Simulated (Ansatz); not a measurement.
**Germanium, fcc under RPBE: from relaxation to bulk modulus**

The plan for germanium in the fcc structure: relax it, solve it on a dense k-mesh, then scale the cell to 7 volumes from 88 to 112 % of the relaxed one and try a fit of the equation of state. Spin polarisation is left out. The k-meshes are 13×13×13 for the relaxation; 21×21×21 for the dense run; 14×14×14 for the volumes.

This is Ge in the fcc structure; at room conditions it is diamond.

Method: DFT RPBE, plane waves (420 eV) with PAW, scalar-relativistic; PBE-made PAW files, in Ansatz 0.2.0.

## Step 1: The system as given

The structure is cubic, space group Fm-3m (No. 225). The conventional cell has a = 4.253 Å, b = 4.253 Å, c = 4.253 Å, α = 90.00°, β = 90.00°, γ = 90.00°. Around Ge (site symmetry m-3m) lie 12 Ge at 3.01 Å.

As a file:

```
CELL_PARAMETERS angstrom
0.00000 2.12674 2.12674
2.12674 0.00000 2.12674
2.12674 2.12674 0.00000
ATOMIC_POSITIONS crystal
Ge 0.00000 0.00000 0.00000
```

## Step 2: Geometry optimisation

The input, input.yaml:

```yaml
crystal:
  lattice:
    - [0.0, 2.1267354152, 2.1267354152]
    - [2.1267354152, 0.0, 2.1267354152]
    - [2.1267354152, 2.1267354152, 0.0]
  atoms:
    - { symbol: Ge, position: [0.0, 0.0, 0.0] }
hamiltonian:
  xc: rpbe
  pseudopotentials:
    kind: paw
    azcp:
      Ge: "pseudopotentials/Ge.paw.azcp"
basis:
  ecutwfc: 420
  fft_grid_basis: typed
kpoints:
  mp_grid: { grid: [13, 13, 13], shift: [0, 0, 0] }
magnetization:
  spin_polarized: false
scf:
  occupations: { method: fermi_dirac, width: 0.1 }
relax:
  max_steps: 60
  f_tol: 0.01
  cell: {}
```

The program printed:

```text
Warning: RAYON_NUM_THREADS=2 ignored (pool sized by the plan → 2); use --threads N
Engine: ansatz 0.2.0, aarch64-unknown-linux-gnu
Pseudopotentials: kind: paw
Pseudopotential: Ge, paw, valence charge 14, recommended cutoff 420 eV (normal), <dir>
Functional definition: RPBE
  parameter kappa = 0.804
  parameter beta = 0.06672455060314922
  exchange = rpbe_x(kappa = kappa, mu = beta*pi^2/3)
  correlation = pbe_c(beta = beta)
Crystal: 1 atoms, lattice volume = 19.238 Å³
Basis set: ecut = 420 eV, 339 PW (Γ), exchange–correlation on 48×48×48 points (8 copies of the dense FFT grid, shifted against one another)
Bands: 11, of which v1, the nominal top of the filled ones, is band 7 counted from 1 (6 counted from 0)
Symmetry: 48 space group operations
Space group: Fm-3m (ITA 225), of the structure as read, at distance tolerance 2.7e-5 Å
k-points: 84 of 2197
Non-local potential: Ge, projectors of the file, l = 0: 2, l = 1: 2, l = 2: 3, l = 3: 1
PAW form: soft (Blöchl's): semilocal exchange-correlation on the pseudo side does not see the compensation charge
PAW frozen core: Ge, regenerated for the run's functional, and the local potential with it (the file was generated under x = pbe(κ = 0.804, μ = 0.2195149727645171), c = pbe(β = 0.06672455060314922))
PAW one-centre angular grid: Ge, 590 points (default); XC on 64 Gauss nodes
Initial density: superposition of atomic densities (neutral atoms: chi_scale 0, normalization atom), corrected by the library's trained network
Initial wavefunctions: pseudopotential atomic-orbital guess
Functional: x = rpbe, c = pbe(β = 0.06672455060314922)
SCF iter   1: F=—  HF=-4300.357807 eV  |F-HF|=—  |Δ(HF+E_count)|=         —  Δρ=2.47e-3  dr2=3.91e-4  ethr=1.77e-3  ⟨swp⟩=5.0  Hψ=5225  notcnv=0
preconditioner: auto → none  [metal: Δε(μ)=0.098 eV  Ē_g=26.919 eV  σ=0.100 eV  W_gap=0.23  n_scr=8 (ndim 8)  ℏωp=31.7 eV  f_vac=0.000  D(μ)=0.47/eV (n_scr^D=0)  sad-step TF]
SCF iter   2: F=—  HF=-4300.357352 eV  |F-HF|=—  |Δ(HF+E_count)|=   4.56e-4  Δρ=1.15e-3  dr2=1.86e-4  ethr=2.79e-6  ⟨swp⟩=2.0  Hψ=2110  notcnv=0
SCF iter   3: F=—  HF=-4300.357334 eV  |F-HF|=—  |Δ(HF+E_count)|=   1.75e-5  Δρ=5.68e-4  dr2=3.12e-5  ethr=1.33e-6  ⟨swp⟩=2.0  Hψ=1345  notcnv=0
SCF iter   4: F=—  HF=-4300.357337 eV  |F-HF|=—  |Δ(HF+E_count)|=   3.06e-6  Δρ=2.76e-5  dr2=1.12e-7  ethr=2.23e-7  ⟨swp⟩=2.0  Hψ=1466  notcnv=0
iter 5 did not close the SCF: its close was put off for the readings that it lacked (scf_convergence_deferred on its scf_iter line)
SCF iter   5: F=-4300.357337 eV  HF=-4300.357337 eV  |F-HF|=3.81e-9  |Δ(HF+E_count)|=   3.29e-8  Δρ=4.29e-6  dr2=3.73e-9  ethr=8.00e-10  ⟨swp⟩=2.0  Hψ=1067  notcnv=0
SCF iter   6: F=-4300.357337 eV  HF=-4300.357337 eV  |F-HF|=1.82e-11  |Δ(HF+E_count)|=   1.57e-9  Δρ=3.63e-7  dr2=2.31e-11  ethr=2.66e-11  ⟨swp⟩=1.0  Hψ=2752  notcnv=0
SCF 1 converged in 6 iterations: F = -4300.357337 eV  dr2 = 2.31e-11
relax step   1: F+E_penalty+E_count = -4300.35733733 eV  Δ(F+E_penalty+E_count) = +0.000e0 eV  max|allowed force component| = 0.000e0 eV/Å  Δτ_max = 0.0000 Å  P = +2.577 GPa  Ω = 19.238 Å³  (6 SCF iters, dr2 threshold 1.00e-7 eV, accepted)
Crystal: 1 atoms, lattice volume = 20.225 Å³
Basis set: ecut = 420 eV, 411 PW (Γ), exchange–correlation on 48×48×48 points (8 copies of the dense FFT grid, shifted against one another)
Initial density: handed on by an earlier stage of this run
Initial wavefunctions: those handed on with the density
iter 1 solved again at ethr=6.38e-7 eV; its pass at ethr=3.10e-3 eV (dr2=8.94e-5 eV) is discarded
SCF iter   1: F=—  HF=-4300.363268 eV  |F-HF|=—  |Δ(HF+E_count)|=         —  Δρ=8.73e-4  dr2=9.52e-5  ethr=6.38e-7  ⟨swp⟩=2.1  Hψ=7340  notcnv=0
preconditioner: auto → none  [metal: Δε(μ)=0.162 eV  Ē_g=26.643 eV  σ=0.100 eV  W_gap=0.38  n_scr=8 (ndim 8)  ℏωp=30.9 eV  f_vac=0.000  D(μ)=0.47/eV (n_scr^D=0)]
SCF iter   2: F=—  HF=-4300.363288 eV  |F-HF|=—  |Δ(HF+E_count)|=   1.98e-5  Δρ=4.50e-4  dr2=1.84e-5  ethr=6.38e-7  ⟨swp⟩=2.0  Hψ=1287  notcnv=0
SCF iter   3: F=—  HF=-4300.363300 eV  |F-HF|=—  |Δ(HF+E_count)|=   1.22e-5  Δρ=4.50e-5  dr2=3.77e-7  ethr=1.31e-7  ⟨swp⟩=2.0  Hψ=1433  notcnv=0
SCF iter   4: F=-4300.363299 eV  HF=-4300.363299 eV  |F-HF|=2.50e-9  |Δ(HF+E_count)|=   4.14e-7  Δρ=1.50e-5  dr2=4.72e-8  ethr=7.14e-10  ⟨swp⟩=4.0  Hψ=3019  notcnv=0
SCF 2 converged in 4 iterations: F = -4300.363299 eV  dr2 = 4.72e-8
relax step   2: F+E_penalty+E_count = -4300.36329938 eV  Δ(F+E_penalty+E_count) = -5.962e-3 eV  max|allowed force component| = 0.000e0 eV/Å  Δτ_max = 0.0000 Å  P = -0.446 GPa  Ω = 20.225 Å³  energy of the carried Pulay correction = -1.939e-4 eV  (4 SCF iters, dr2 threshold 1.00e-7 eV, accepted)
Crystal: 1 atoms, lattice volume = 20.073 Å³
Basis set: ecut = 420 eV, 387 PW (Γ), exchange–correlation on 48×48×48 points (8 copies of the dense FFT grid, shifted against one another)
iter 1 solved again at ethr=1.02e-8 eV; its pass at ethr=3.10e-3 eV (dr2=1.43e-6 eV) is discarded
SCF iter   1: F=—  HF=-4300.363553 eV  |F-HF|=—  |Δ(HF+E_count)|=         —  Δρ=1.24e-4  dr2=2.15e-6  ethr=1.02e-8  ⟨swp⟩=2.3  Hψ=6799  notcnv=0
preconditioner: auto → none  [metal: Δε(μ)=0.157 eV  Ē_g=26.666 eV  σ=0.100 eV  W_gap=0.37  n_scr=8 (ndim 8)  ℏωp=31.0 eV  f_vac=0.000  D(μ)=0.47/eV (n_scr^D=0)]
SCF iter   2: F=—  HF=-4300.363556 eV  |F-HF|=—  |Δ(HF+E_count)|=   2.50e-6  Δρ=6.19e-5  dr2=3.69e-7  ethr=1.02e-8  ⟨swp⟩=2.6  Hψ=1299  notcnv=0
SCF iter   3: F=-4300.363556 eV  HF=-4300.363556 eV  |F-HF|=2.56e-8  |Δ(HF+E_count)|=   1.43e-7  Δρ=6.94e-6  dr2=9.13e-9  ethr=7.14e-10  ⟨swp⟩=4.0  Hψ=2591  notcnv=0
SCF 3 converged in 3 iterations: F = -4300.363556 eV  dr2 = 9.13e-9
relax step   3: F+E_penalty+E_count = -4300.36355599 eV  Δ(F+E_penalty+E_count) = -2.566e-4 eV  max|allowed force component| = 0.000e0 eV/Å  Δτ_max = 0.0000 Å  P = -0.030 GPa  Ω = 20.073 Å³  energy of the carried Pulay correction = -1.646e-4 eV  (3 SCF iters, dr2 threshold 1.00e-7 eV, accepted)
Initial wavefunctions: pseudopotential atomic-orbital guess (no wavefunctions were taken with the density)
iter 1 solved again at ethr=1.14e-7 eV; its pass at ethr=3.10e-3 eV (dr2=1.60e-5 eV) is discarded
SCF iter   1: F=—  HF=-4300.360892 eV  |F-HF|=—  |Δ(HF+E_count)|=         —  Δρ=1.53e-3  dr2=1.02e-5  ethr=1.14e-7  ⟨swp⟩=2.6  Hψ=7322  notcnv=0
preconditioner: auto → none  [metal: Δε(μ)=0.157 eV  Ē_g=26.669 eV  σ=0.100 eV  W_gap=0.37  n_scr=8 (ndim 8)  ℏωp=31.0 eV  f_vac=0.000  D(μ)=0.47/eV (n_scr^D=0)]
SCF iter   2: F=—  HF=-4300.363028 eV  |F-HF|=—  |Δ(HF+E_count)|=   2.14e-3  Δρ=7.66e-4  dr2=2.50e-6  ethr=7.31e-8  ⟨swp⟩=2.0  Hψ=1056  notcnv=0
SCF iter   3: F=—  HF=-4300.363707 eV  |F-HF|=—  |Δ(HF+E_count)|=   6.79e-4  Δρ=3.65e-5  dr2=7.02e-9  ethr=1.79e-8  ⟨swp⟩=2.0  Hψ=1044  notcnv=0
SCF iter   4: F=—  HF=-4300.363708 eV  |F-HF|=—  |Δ(HF+E_count)|=   8.43e-7  Δρ=1.39e-6  dr2=3.94e-10  ethr=5.02e-11  ⟨swp⟩=2.6  Hψ=1487  notcnv=0
SCF iter   5: F=—  HF=-4300.363708 eV  |F-HF|=—  |Δ(HF+E_count)|=  1.86e-10  Δρ=5.03e-7  dr2=1.89e-11  ethr=2.82e-12  ⟨swp⟩=2.0  Hψ=1437  notcnv=0
SCF iter   6: F=-4300.363708 eV  HF=-4300.363708 eV  |F-HF|=2.73e-12  |Δ(HF+E_count)|=  1.00e-11  Δρ=9.39e-8  dr2=1.06e-12  ethr=1.00e-12  ⟨swp⟩=4.2  Hψ=3049  notcnv=0
SCF 4 converged in 6 iterations: F = -4300.363708 eV  dr2 = 1.06e-12
relax step   4: F+E_penalty+E_count = -4300.36370806 eV  Δ(F+E_penalty+E_count) = -1.521e-4 eV  max|allowed force component| = 0.000e0 eV/Å  Δτ_max = 0.0000 Å  P = -0.030 GPa  Ω = 20.073 Å³  stress off target by 3.02e-2 GPa  SCF on the basis re-selected at this cell (its energy is not comparable with the rows above)  (6 SCF iters)
basis re-selected at this cell: Δ(F+E_penalty+E_count) = -1.521e-4 eV, ΔP = -0.000 GPa vs the last step (what re-selecting the basis moved, of the pressure what is left beyond the Pulay correction that the steps carried, after the strain that the cell walked since its last selection, with what the two solves' SCF thresholds leave and, on support functions, any second-order correction that the steps lacked; it is no measure of the basis error at this ecutwfc). This SCF's stress stands 3.02e-2 GPa from its target on what of the cell is left free (relax.cell.stress_tol is 5.00e-2 GPa) and its largest allowed force component is 0.00e0 eV/Å (relax.f_tol is 1.00e-2 eV/Å): within both
SCF converged after 6 iterations
Free energy (F): -4300.363708 eV
Harris-Foulkes:  -4300.363708 eV  (|F-HF|=2.73e-12)
Internal energy: -4300.347977 eV  (E = F + TS)
E sigma→0 (E₀):  -4300.355843 eV
Entropy (-TS):   -0.015731 eV (-15.731 meV/atom)
Fermi energy:    10.416764 eV
--- Per-component energies (eV) ---
  E_band       = -123.122316
  E_kinetic    = 109.131295
  E_local      = -2175.707343  (includes V_loc(G=0)·N_el)
  E_nonlocal   = 414.101990
  E_hartree    = 948.412634
  E_xc         = -75.253414
  E_vxc        = -63.791721  (∫ρ·V_xc dr)
  E_paw        = -2021.130239  (= ΣΔE_a)
  E_vpaw       = -303.682141  (= ΣTr[D̂ρ^β])
  E_aug_tail   = 0.000360  (compensation charges beyond the density's cutoff)
  E_ewald      = -1499.721353
  E_core_change = -0.181906  (= ΣΔE_core)
  E_smearing   = -0.015731  (= −TS)
  E_closure    = -0.000000  (closes the sum)
  Σ components = -4300.363708   (vs F -4300.363708, Δ=0.00e0)
--- Forces (eV/Å), atoms counted from 1 ---
  atom   1  Ge    -0.00000000     0.00000000    -0.00000000
  max |Σ_I F_I| component: 2.26e-32 eV/Å
--- Stress (GPa, compression-positive) ---
       -0.030199       0.000000       0.000000
        0.000000      -0.030199       0.000000
        0.000000       0.000000      -0.030199
  P = ⅓ Tr σ = -0.0302 GPa (-0.302 kbar)
--- Relaxed structure (3 steps of the walk, 3 accepted, 1 SCFs on fresh bases) ---
  F+E_penalty+E_count = -4300.36370806 eV   max|allowed force component| = 0.000e0 eV/Å   (the final SCF, on the basis selected at the relaxed cell)
  cell:  # Å, volume = 20.0734 Å³
    - [-1.528611609868677e-34, 2.157066729450403, 2.157066729450403]
    - [2.157066729450403, -4.076297626316472e-34, 2.157066729450403]
    - [2.157066729450403, 2.157066729450403, 4.58583482960603e-34]
  atoms:
    - { symbol: Ge, position: [0.0, 0.0, 0.0] }
```

Run time: 2.4 s. Hardware: 2 threads of an Arm CPU, shared host; peak memory 0.29 GiB.

The steps of the relaxation:

```csv
step,energy change (meV/atom),largest force (eV/Å),pressure (GPa),volume (Å³/atom)
1,0.00,0.0000,2.58,19.238
2,-5.96,0.0000,-0.45,20.225
3,-6.22,0.0000,-0.03,20.073
4,-6.37,0.0000,-0.03,20.073
```

Steps that repeat a cell are solved on a basis chosen anew, so their changes of energy are no gain of the relaxation.

The cell of the run, before and after:

|  | before | after | change |
| --- | --- | --- | --- |
| a (Å) | 3.008 | 3.051 | +1.4 % |
| b (Å) | 3.008 | 3.051 | +1.4 % |
| c (Å) | 3.008 | 3.051 | +1.4 % |
| volume (Å³/atom) | 19.238 | 20.073 | +4.3 % |
| shortest distance (Å) | 3.008 | 3.051 | +1.4 % |
| space group (spins left aside) | Fm-3m | Fm-3m | same |

## Step 3: Single point on a dense mesh

The input, input.yaml:

```yaml
crystal:
  lattice:
    - [0.0, 2.1570667295, 2.1570667295]
    - [2.1570667295, 0.0, 2.1570667295]
    - [2.1570667295, 2.1570667295, 0.0]
  atoms:
    - { symbol: Ge, position: [0.0, 0.0, 0.0] }
hamiltonian:
  xc: rpbe
  pseudopotentials:
    kind: paw
    azcp:
      Ge: "pseudopotentials/Ge.paw.azcp"
basis:
  ecutwfc: 420
  fft_grid_basis: typed
kpoints:
  mp_grid: { grid: [21, 21, 21], shift: [0, 0, 0] }
magnetization:
  spin_polarized: false
scf:
  occupations: { method: fermi_dirac, width: 0.1 }
output:
  write_density: true
  write_potential: true
  elf: true
  volumetric_format: npy
```

The program printed (excerpt; [...] marks lines left out):

```text
Warning: RAYON_NUM_THREADS=2 ignored (pool sized by the plan → 2); use --threads N
[...]
[... 3 set-up lines as earlier in the session ...]
[...]
Crystal: 1 atoms, lattice volume = 20.073 Å³
Basis set: ecut = 420 eV, 387 PW (Γ)
Bands: 11, of which v1, the nominal top of the filled ones, is band 7 counted from 1 (6 counted from 0)
[... 2 set-up lines as earlier in the session ...]
k-points: 286 of 9261
[...]
SCF iter   1: F=—  HF=-4300.366554 eV  |F-HF|=—  |Δ(HF+E_count)|=         —  Δρ=2.30e-3  dr2=3.59e-4  ethr=1.77e-3  ⟨swp⟩=5.0  Hψ=17785  notcnv=0
[...]
SCF iter   6: F=-4300.366088 eV  HF=-4300.366088 eV  |F-HF|=3.06e-10  |Δ(HF+E_count)|=   7.47e-9  Δρ=1.00e-6  dr2=2.36e-10  ethr=8.87e-11  ⟨swp⟩=1.3  Hψ=9802  notcnv=0
[...]
SCF converged after 6 iterations
Free energy (F): -4300.366088 eV
[...]
E sigma→0 (E₀):  -4300.357894 eV
Entropy (-TS):   -0.016387 eV (-16.387 meV/atom)
Fermi energy:    10.413642 eV
[...]
--- Band table (eV; the first three rows and the last of 286) ---
  k-point 0: bands = ["-14.3981", "-14.3981", "-14.3981", "-14.3582", "-14.3582", "-2.3338", "18.7897", "18.7897", "18.7897", "23.8831", "23.8831"]
[...]
```

Run time: 1.8 s. Hardware: 2 threads of an Arm CPU, shared host; peak memory 0.33 GiB.

The maps below are laid out on this run's own conventional cell (a, b, c = 4.314, 4.314, 4.314 Å).

Density in a lattice plane of the grid's cell (edges 4.31 and 4.31 Å, at 0.000 of the third edge), which holds Ge.

Ten even steps from ' ' (0.07 e/Å³) to '@' (56.44 e/Å³):
```
++==..                                      ..==
....                                          ..
                                                
                                                
                                                
                                                
                                                
                      ......                    
                    ..==++==..                  
                    ::**@@**::                  
                    ..==++==..                  
                      ......                    
                                                
                                                
                                                
                                                
                                                
....                                          ..
++==..                                      ..==
@@**::                                      ::**
```
Columns run along the first of these edges and rows up along the second, over one cell in 24 and 20 even steps from the bottom left corner. Atoms in the plane (fractional): Ge at (0.00, 0.00), Ge at (0.50, 0.50).

ELF in the same plane.

Ten even steps from '0' (0.02) to '9' (0.42):
```
001589986422122468998510
124799986433233468999742
678999976555555567999987
999999877788888777899999
999998889999999998889999
888777899999999999877788
555567999987678999976555
233468999742124799986433
122468998510001589986422
112369997400600479996321
122468998510001589986422
233468999742124799986433
555567999987678999976555
888777899999999999877788
999998889999999998889999
999999877788888777899999
678999976555555567999987
124799986433233468999742
001589986422122468998510
600479996321112369997400
```
Columns run along the first of these edges and rows up along the second, over one cell in 24 and 20 even steps from the bottom left corner. Atoms in the plane (fractional): Ge at (0.00, 0.00), Ge at (0.50, 0.50).

Both are smooth fields of the valence electrons: close to the nuclei they are not physical.

## Step 4: Volume × 0.88

The input, input.yaml:

```yaml
crystal:
  lattice:
    - [0.0, 2.0670824721, 2.0670824721]
    - [2.0670824721, 0.0, 2.0670824721]
    - [2.0670824721, 2.0670824721, 0.0]
  atoms:
    - { symbol: Ge, position: [0.0, 0.0, 0.0] }
hamiltonian:
  xc: rpbe
  pseudopotentials:
    kind: paw
    azcp:
      Ge: "pseudopotentials/Ge.paw.azcp"
basis:
  ecutwfc: 420
  fft_grid_basis: typed
kpoints:
  mp_grid: { grid: [14, 14, 14], shift: [0, 0, 0] }
magnetization:
  spin_polarized: false
scf:
  occupations: { method: fermi_dirac, width: 0.1 }
  lower_state_search: "off"
output:
  stress: true
```

The program printed (excerpt; [...] marks lines left out):

```text
Warning: RAYON_NUM_THREADS=2 ignored (pool sized by the plan → 2); use --threads N
[...]
[... 3 set-up lines as earlier in the session ...]
[...]
Crystal: 1 atoms, lattice volume = 17.665 Å³
Basis set: ecut = 420 eV, 331 PW (Γ)
Bands: 11, of which v1, the nominal top of the filled ones, is band 7 counted from 1 (6 counted from 0)
[... 1 set-up line as earlier in the session ...]
Space group: Fm-3m (ITA 225), of the structure as read, at distance tolerance 2.6e-5 Å
k-points: 104 of 2744
[...]
SCF iter   1: F=—  HF=-4300.295945 eV  |F-HF|=—  |Δ(HF+E_count)|=         —  Δρ=2.55e-3  dr2=3.90e-4  ethr=1.77e-3  ⟨swp⟩=5.0  Hψ=6318  notcnv=0
[...]
SCF iter   6: F=-4300.295535 eV  HF=-4300.295535 eV  |F-HF|=1.82e-12  |Δ(HF+E_count)|=  5.46e-11  Δρ=3.20e-7  dr2=8.84e-12  ethr=2.77e-12  ⟨swp⟩=1.0  Hψ=2811  notcnv=0
[...]
SCF converged after 6 iterations
Free energy (F): -4300.295535 eV
[...]
E sigma→0 (E₀):  -4300.286350 eV
Entropy (-TS):   -0.018369 eV (-18.369 meV/atom)
Fermi energy:    12.360597 eV
[...]
--- Stress (GPa, compression-positive) ---
        9.856143       0.000000       0.000000
        0.000000       9.856143      -0.000000
        0.000000       0.000000       9.856143
  P = ⅓ Tr σ = 9.8561 GPa (98.561 kbar)
```

Wall time 1 s (2 threads of an Arm CPU, shared host); peak memory 0.27 GiB.

## Step 5: Volume × 0.92

input.yaml, as its differences from that of step 4:

```diff
@@ -2,5 +2,5 @@
   lattice:
-    - [0.0, 2.0670824721, 2.0670824721]
-    - [2.0670824721, 0.0, 2.0670824721]
-    - [2.0670824721, 2.0670824721, 0.0]
+    - [0.0, 2.0979389985, 2.0979389985]
+    - [2.0979389985, 0.0, 2.0979389985]
+    - [2.0979389985, 2.0979389985, 0.0]
   atoms:
```

The program printed (excerpt; [...] marks lines left out):

```text
Warning: RAYON_NUM_THREADS=2 ignored (pool sized by the plan → 2); use --threads N
[...]
[... 3 set-up lines as earlier in the session ...]
[...]
Crystal: 1 atoms, lattice volume = 18.468 Å³
Basis set: ecut = 420 eV, 339 PW (Γ)
Bands: 11, of which v1, the nominal top of the filled ones, is band 7 counted from 1 (6 counted from 0)
[... 2 set-up lines as earlier in the session ...]
k-points: 104 of 2744
[...]
SCF iter   1: F=—  HF=-4300.335181 eV  |F-HF|=—  |Δ(HF+E_count)|=         —  Δρ=2.39e-3  dr2=3.59e-4  ethr=1.77e-3  ⟨swp⟩=5.0  Hψ=6439  notcnv=0
[...]
SCF iter   6: F=-4300.334728 eV  HF=-4300.334728 eV  |F-HF|=7.28e-12  |Δ(HF+E_count)|=  1.22e-10  Δρ=2.52e-7  dr2=3.85e-12  ethr=8.21e-12  ⟨swp⟩=1.0  Hψ=3021  notcnv=0
[...]
SCF converged after 6 iterations
Free energy (F): -4300.334728 eV
[...]
E sigma→0 (E₀):  -4300.325061 eV
Entropy (-TS):   -0.019335 eV (-19.335 meV/atom)
Fermi energy:    11.659888 eV
[...]
--- Stress (GPa, compression-positive) ---
        5.938771      -0.000000       0.000000
        0.000000       5.938771      -0.000000
        0.000000       0.000000       5.938771
  P = ⅓ Tr σ = 5.9388 GPa (59.388 kbar)
```

Run time: 1 s. Hardware: 2 threads of an Arm CPU, shared host; peak memory 0.27 GiB.

## Step 6: Volume × 0.96

input.yaml, as its differences from that of step 5:

```diff
@@ -2,5 +2,5 @@
   lattice:
-    - [0.0, 2.0979389985, 2.0979389985]
-    - [2.0979389985, 0.0, 2.0979389985]
-    - [2.0979389985, 2.0979389985, 0.0]
+    - [0.0, 2.1279136053, 2.1279136053]
+    - [2.1279136053, 0.0, 2.1279136053]
+    - [2.1279136053, 2.1279136053, 0.0]
   atoms:
@@ -25 +25,5 @@
   stress: true
+  write_density: true
+  write_potential: true
+  elf: true
+  volumetric_format: npy
```

The program printed (excerpt; [...] marks lines left out):

```text
Warning: RAYON_NUM_THREADS=2 ignored (pool sized by the plan → 2); use --threads N
[...]
[... 3 set-up lines as earlier in the session ...]
[...]
Crystal: 1 atoms, lattice volume = 19.270 Å³
Basis set: ecut = 420 eV, 339 PW (Γ)
Bands: 11, of which v1, the nominal top of the filled ones, is band 7 counted from 1 (6 counted from 0)
[... 2 set-up lines as earlier in the session ...]
k-points: 104 of 2744
[...]
SCF iter   1: F=—  HF=-4300.356811 eV  |F-HF|=—  |Δ(HF+E_count)|=         —  Δρ=2.26e-3  dr2=3.35e-4  ethr=1.77e-3  ⟨swp⟩=5.0  Hψ=6459  notcnv=0
[...]
SCF iter   6: F=-4300.356351 eV  HF=-4300.356351 eV  |F-HF|=9.09e-12  |Δ(HF+E_count)|=   1.15e-9  Δρ=3.58e-7  dr2=1.39e-11  ethr=2.62e-11  ⟨swp⟩=4.2  Hψ=5445  notcnv=0
[...]
SCF converged after 6 iterations
Free energy (F): -4300.356351 eV
[...]
E sigma→0 (E₀):  -4300.346711 eV
Entropy (-TS):   -0.019280 eV (-19.280 meV/atom)
Fermi energy:    11.012087 eV
[...]
--- Stress (GPa, compression-positive) ---
        2.796121      -0.000000       0.000000
        0.000000       2.796121      -0.000000
        0.000000      -0.000000       2.796121
  P = ⅓ Tr σ = 2.7961 GPa (27.961 kbar)
--- Band table (eV; the first three rows and the last of 104) ---
  k-point 0: bands = ["-13.8101", "-13.8101", "-13.8101", "-13.7645", "-13.7645", "-2.0707", "19.7719", "19.7719", "19.7719", "24.7323", "24.7323"]
[...]
```

It took 1.3 s on 2 threads of an Arm CPU, shared host; peak memory 0.28 GiB.

(Part 1 of 2 ends here.)
